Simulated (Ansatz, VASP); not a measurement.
# Two plane-wave programs on Cs

```
CELL_PARAMETERS angstrom
4.74843 0.00000 0.00000
-2.37422 4.11226 0.00000
0.00000 0.00000 7.69246
ATOMIC_POSITIONS crystal
Cs 0.33333 0.66667 0.25000
Cs 0.66667 0.33333 0.75000
```

Alike in both runs: functional PBEsol; k mesh 8 × 8 × 5; occupations fermi-dirac, width 0.08 eV; no spin polarisation.

Ansatz relaxed the structure, and its values are those at the end. VASP's run is a single point on that final structure, the one shown.

|  | VASP | Ansatz |
| --- | --- | --- |
| version | VASP 6.6.1 | Ansatz 0.2.0 |
| potentials or method | VASP PAW PBE potentials, release 64 (Cs_sv) | PAW with Ansatz's default frozen-core files, scalar-relativistic |
| plane-wave cutoff (eV) | 520 | 420 |
| valence electrons in the cell | 18 | 18 |

```csv
,VASP,Ansatz,Ansatz less VASP
pressure (GPa),1.3,1.3,+0.01
```

Caveats: the PAW data sets were made with another functional, which shifts forces and pressure a little (VASP). The runs have no spin-orbit coupling, so splittings on Cs are missing.
